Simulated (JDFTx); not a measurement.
# CdTe (F-43m) in JDFTx: a series of runs

Aim: see how the results for CdTe move with the level of theory and the settings. Levels: PBEsol, r2SCAN. Tasks: single point.

All numbers are computed with JDFTx 1.7.0 (patched build); they aren't measurements. Logs are shortened: lines on timing, memory, paths and dates and some standing lists are left out, and cuts for length are marked. The log counts tension as positive stress, the text compression.

**The experiment to reproduce.**

A printed reference work, data compilation reports, for a bulk crystal of CdTe at 0 K: band gap 1.607 eV.

The runs below are set against these values where they give the same quantity.

### 1 The structure

It takes space group F-43m (No. 216, cubic). Conventional cell: a = 6.410 Å, b = 6.410 Å, c = 6.410 Å, α = 90.00°, β = 90.00°, γ = 90.00°. Around Te (site symmetry -43m) lie 4 Cd at 2.78 Å. Around Cd (site symmetry -43m) lie 4 Te at 2.78 Å.

### 2 Single point, PBEsol

The input, CdTe.in:

```
lattice Face-Centered Cubic 12.1131444589
coords-type Lattice
ion Te     0.7500000000     0.7500000000     0.7500000000 1
ion Cd     0.0000000000     0.0000000000     0.0000000000 1

ion-species pseudo/Te.upf
ion-species pseudo/Cd.upf
elec-cutoff 51 408
elec-ex-corr gga-PBEsol
kpoint-folding 7 7 7
elec-smearing Fermi 0.0018374661
elec-n-bands 25
electronic-SCF nIterations 100 energyDiffThreshold 1e-09
electronic-minimize nIterations 30 energyDiffThreshold 1e-7
converge-empty-states yes
forces-output-coords Cartesian

dump-name run.$VAR
dump End Ecomponents EigStats BandEigs Kpoints Forces Stress ElecDensity Dtot KEdensity
```

Potentials or basis: PseudoDojo-SR-PBEsol-0.4.1-standard with smoothed tails.

The run is started by

```sh
$ jdftx -c 1 -i CdTe.in -o CdTe.out
```

What it wrote:

```text
*************** JDFTx 1.7.0 (patched build) ***************

Input parsed successfully to the following command list (including defaults):
[... the input with its defaults ...]

---------- Setting up symmetries ----------

Found 48 point-group symmetries of the bravais lattice
Found 24 space-group symmetries with basis
Applied RMS atom displacement 0 bohrs to make symmetries exact.

---------- Initializing the Grid ----------
R =
[            0      6.05657      6.05657  ]
[      6.05657            0      6.05657  ]
[      6.05657      6.05657            0  ]
unit cell volume = 444.335
G =
[  -0.518708   0.518708   0.518708  ]
[   0.518708  -0.518708   0.518708  ]
[   0.518708   0.518708  -0.518708  ]
Minimum fftbox size, Smin = [  80  80  80  ]
Chosen fftbox size, S = [  80  80  80  ]

---------- Initializing tighter grid for wavefunction operations ----------
R =
[            0      6.05657      6.05657  ]
[      6.05657            0      6.05657  ]
[      6.05657      6.05657            0  ]
unit cell volume = 444.335
G =
[  -0.518708   0.518708   0.518708  ]
[   0.518708  -0.518708   0.518708  ]
[   0.518708   0.518708  -0.518708  ]
Minimum fftbox size, Smin = [  56  56  56  ]
Chosen fftbox size, S = [  56  56  56  ]

---------- Exchange Correlation functional ----------
Initalized PBEsol GGA exchange.
Initalized PBEsol GGA correlation.

---------- Setting up pseudopotentials ----------
Width of ionic core gaussian charges (only for fluid interactions / plotting) set to 0

Reading pseudopotential file 'pseudo/Te.upf':
  'Te' pseudopotential, 'PBESOL' functional
  Generated using ONCVPSP code by D. R. Hamann
  16 valence electrons, 3 orbitals, 6 projectors, 1001 radial grid points, with lMax = 2
    4D    l: 2   occupation: 10.0   eigenvalue: -1.528329
    5S    l: 0   occupation:  2.0   eigenvalue: -0.556831
    5P    l: 1   occupation:  4.0   eigenvalue: -0.219319
  Core radius for overlap checks: 2.04 bohrs.

Reading pseudopotential file 'pseudo/Cd.upf':
  'Cd' pseudopotential, 'PBESOL' functional
  Generated using ONCVPSP code by D. R. Hamann
  20 valence electrons, 4 orbitals, 6 projectors, 1001 radial grid points, with lMax = 2
    4S    l: 0   occupation:  2.0   eigenvalue: -3.888393
    4P    l: 1   occupation:  6.0   eigenvalue: -2.458287
    4D    l: 2   occupation: 10.0   eigenvalue: -0.431057
    5S    l: 0   occupation:  2.0   eigenvalue: -0.209481
  Core radius for overlap checks: 1.32 bohrs.

Initialized 2 species with 2 total atoms.

Folded 1 k-points by 7x7x7 to 343 k-points.

---------- Setting up k-points, bands, fillings ----------
Adding inversion symmetry to k-mesh for non-inversion-symmetric unit cell.
Reduced to 20 k-points under symmetry.
Computing the number of bands and number of electrons
Calculating initial fillings.
nElectrons:  36.000000   nBands: 25   nStates: 20

----- Setting up reduced wavefunction bases (one per k-point) -----
average nbasis = 7728.563 , ideal nbasis = 7729.652

---------- Setting up ewald sum ----------
Optimum gaussian width for ewald sums = 2.750790 bohr.
Real space sum over 1331 unit cells with max indices [  5  5  5  ]
Reciprocal space sum over 2197 terms with max indices [  6  6  6  ]

---------- Allocating electronic variables ----------
Initializing wave functions:  linear combination of atomic orbitals
Note: number of bands (25) exceeds available atomic orbitals (19)
Te pseudo-atom occupations:   s ( 2 )  p ( 4 )  d ( 10 )
Cd pseudo-atom occupations:   s ( 2 2 )  p ( 6 )  d ( 10 )
	FillingsUpdate:  mu: +0.337465201  nElectrons: 36.000000
LCAOMinimize: Iter:   0  F: -261.2306258118834421  |grad|_K:  1.951e-03  alpha:  1.000e+00
	FillingsUpdate:  mu: +0.324930064  nElectrons: 36.000000
LCAOMinimize: Iter:   1  F: -261.2459425868356107  |grad|_K:  5.993e-05  alpha:  6.431e-01  linmin:  1.773e-02  cgtest: -1.397e-01
	FillingsUpdate:  mu: +0.324620052  nElectrons: 36.000000
LCAOMinimize: Iter:   2  F: -261.2459612377738836  |grad|_K:  1.053e-05  alpha:  8.435e-01  linmin:  5.321e-03  cgtest:  1.188e-01
	FillingsUpdate:  mu: +0.324678260  nElectrons: 36.000000
LCAOMinimize: Iter:   3  F: -261.2459616958540778  |grad|_K:  1.180e-06  alpha:  6.628e-01  linmin: -3.252e-05  cgtest:  2.232e-02
	FillingsUpdate:  mu: +0.324684217  nElectrons: 36.000000
LCAOMinimize: Iter:   4  F: -261.2459617032545225  |grad|_K:  7.090e-08  alpha:  8.499e-01  linmin: -5.936e-04  cgtest:  1.744e-03
LCAOMinimize: Converged (|Delta F|<1.000000e-06 for 2 iters).

-------- Electronic minimization -----------
Will mix electronic density at each iteration.
	FillingsUpdate:  mu: +0.324684217  nElectrons: 36.000000
	FillingsUpdate:  mu: +0.317729224  nElectrons: 36.000000
SCF: Cycle:  0   F: -261.314767486327526   dF: -6.881e-02   |Residual|: 9.105e-02   |deigs|: 1.178e-01
	FillingsUpdate:  mu: +0.311488315  nElectrons: 36.000000
SCF: Cycle:  1   F: -261.329538412252987   dF: -1.477e-02   |Residual|: 3.928e-02   |deigs|: 2.246e-02
	FillingsUpdate:  mu: +0.307917462  nElectrons: 36.000000
SCF: Cycle:  2   F: -261.331754675260470   dF: -2.216e-03   |Residual|: 7.002e-03   |deigs|: 1.163e-02
	FillingsUpdate:  mu: +0.308112432  nElectrons: 36.000000
SCF: Cycle:  3   F: -261.331769742988911   dF: -1.507e-05   |Residual|: 2.780e-03   |deigs|: 5.883e-04
	FillingsUpdate:  mu: +0.308436001  nElectrons: 36.000000
SCF: Cycle:  4   F: -261.331774730419113   dF: -4.987e-06   |Residual|: 7.190e-04   |deigs|: 6.985e-04
	FillingsUpdate:  mu: +0.308464014  nElectrons: 36.000000
SCF: Cycle:  5   F: -261.331775615997913   dF: -8.856e-07   |Residual|: 3.438e-04   |deigs|: 7.304e-05
	FillingsUpdate:  mu: +0.308522767  nElectrons: 36.000000
SCF: Cycle:  6   F: -261.331775998923490   dF: -3.829e-07   |Residual|: 1.130e-04   |deigs|: 8.982e-05
	FillingsUpdate:  mu: +0.308516030  nElectrons: 36.000000
SCF: Cycle:  7   F: -261.331776104040273   dF: -1.051e-07   |Residual|: 5.410e-05   |deigs|: 2.579e-05
	FillingsUpdate:  mu: +0.308518994  nElectrons: 36.000000
SCF: Cycle:  8   F: -261.331776136116957   dF: -3.208e-08   |Residual|: 1.273e-05   |deigs|: 2.218e-05
	FillingsUpdate:  mu: +0.308517337  nElectrons: 36.000000
SCF: Cycle:  9   F: -261.331776147179369   dF: -1.106e-08   |Residual|: 1.177e-05   |deigs|: 2.184e-05
	FillingsUpdate:  mu: +0.308516434  nElectrons: 36.000000
SCF: Cycle: 10   F: -261.331776151398742   dF: -4.219e-09   |Residual|: 3.128e-06   |deigs|: 2.081e-05
	FillingsUpdate:  mu: +0.308516433  nElectrons: 36.000000
SCF: Cycle: 11   F: -261.331776152838131   dF: -1.439e-09   |Residual|: 3.258e-06   |deigs|: 1.974e-05
	FillingsUpdate:  mu: +0.308516390  nElectrons: 36.000000
SCF: Cycle: 12   F: -261.331776153454825   dF: -6.167e-10   |Residual|: 1.334e-06   |deigs|: 3.435e-05
	FillingsUpdate:  mu: +0.308516350  nElectrons: 36.000000
SCF: Cycle: 13   F: -261.331776153718295   dF: -2.635e-10   |Residual|: 9.817e-07   |deigs|: 1.866e-05
SCF: Converged (|Delta E|<1.000000e-09 for 2 iters).

Setting wave functions to eigenvectors of Hamiltonian
Converging empty states (this may take a while): |deigs|: 1.868e-04

# Stress tensor in Cartesian coordinates [Eh/a0^3]:
[ -5.85249e-05            0            0  ]
[            0 -5.85249e-05            0  ]
[            0            0 -5.85249e-05  ]

# Ionic positions in lattice coordinates:
ion Te   0.750000000000000   0.750000000000000   0.750000000000000 1
ion Cd   0.000000000000000   0.000000000000000   0.000000000000000 1

# Forces in Cartesian coordinates:
force Te   0.000000000000000   0.000000000000000  -0.000000000000000 1
force Cd  -0.000000000000000   0.000000000000000  -0.000000000000000 1

# Energy components:
   Eewald =     -145.3342091883333183
       EH =       93.7452187709059643
     Eloc =     -272.5983604654672376
      Enl =      -25.5281432794606253
      Exc =      -48.4505836263759377
 Exc_core =       18.5830087154313333
       KE =      118.2512931007770902
-------------------------------------
     Etot =     -261.3317759725226779
       TS =        0.0000001811956189
-------------------------------------
        F =     -261.3317761537182946

IonicMinimize: Iter:   0  F: -261.331776153718295  |grad|_K:  1.027e-35
IonicMinimize: Converged (|grad|_K<1.000000e-04).

#--- Lowdin population analysis ---
# oxidation-state Te -0.919
# oxidation-state Cd +1.141

Dumping 'run.eigStats' ...
	eMin: -3.459074 at state 0 ( [ +0.000000 +0.000000 +0.000000 ] spin 0 )
	HOMO: +0.293487 at state 0 ( [ +0.000000 +0.000000 +0.000000 ] spin 0 )
	mu  : +0.308517
	LUMO: +0.321283 at state 0 ( [ +0.000000 +0.000000 +0.000000 ] spin 0 )
	eMax: +0.747768 at state 14 ( [ +0.000000 +0.428571 +0.428571 ] spin 0 )
	HOMO-LUMO gap: +0.027796
	Optical gap  : +0.027796 at state 0 ( [ +0.000000 +0.000000 +0.000000 ] spin 0 )
Done!
[note: the Lowdin charges miss the electrons that lie outside the files' atomic orbitals]
[note: mu as printed may lie anywhere between the filled and the empty levels]
```

Run time: 3.3 min. Hardware: 1 thread of Arm Neoverse V1, shared host; peak memory 0.28 GiB.

What came out:

* Free energy: -7111.1999 eV
* Pressure: 1.7 GPa
* Band gap on the k mesh: 0.76 eV, direct

Caveat: spin-orbit coupling is left out, which moves the levels of the heavy elements.

### 3 Single point, r2SCAN

CdTe.in: that of step 2 with these lines changed.

```diff
@@ -7,5 +7,5 @@
 ion-species pseudo/Cd.upf
-elec-cutoff 51 408
-elec-ex-corr gga-PBEsol
-kpoint-folding 7 7 7
+elec-cutoff 40 320
+elec-ex-corr mgga-x-r2scan mgga-c-r2scan
+kpoint-folding 3 3 3
 elec-smearing Fermi 0.0018374661
@@ -18,2 +18,2 @@
 dump-name run.$VAR
-dump End Ecomponents EigStats BandEigs Kpoints Forces Stress ElecDensity Dtot KEdensity
+dump End Ecomponents EigStats BandEigs Kpoints Forces Stress ElecDensity KEdensity
```

Potentials or basis: SG15-PBE-1.2 with smoothed tails.

The run is started by

```sh
$ jdftx -c 1 -i CdTe.in -o CdTe.out
```

Wall time 12 min (1 thread of Arm Neoverse V1, shared host); peak memory 0.25 GiB.

It converged, with:

| Quantity | Value |
| --- | --- |
| Free energy | -6596.8128 eV |
| Pressure | 3.5 GPa |
| Band gap on the k mesh | 1.12 eV, direct |

Levels at points of the mesh, in eV from the valence-band top:
```csv
k point,band 16,band 17,band 18,band 19,band 20,band 21
"(0.00, 0.00, 0.00)",0.00,0.00,0.00,1.12,5.22,5.22
```

Caveat: the k mesh is coarse (spacing up to 0.57 Å⁻¹), so the values aren't converged; the potentials were made for another functional, which shifts forces and pressure; spin-orbit coupling is left out, which moves the levels of the heavy elements.

### 4 Comparison with measurements

Step 2. Against the measured gap of CdTe, 1.607 eV (0 K; a printed reference work, data compilation), the calculated 0.76 eV is off by -0.85 eV. Spin-orbit coupling on Cd, Te is left out. The value is that of PBEsol, without temperature or zero-point motion. Semilocal functionals fall short of measured gaps as a rule.
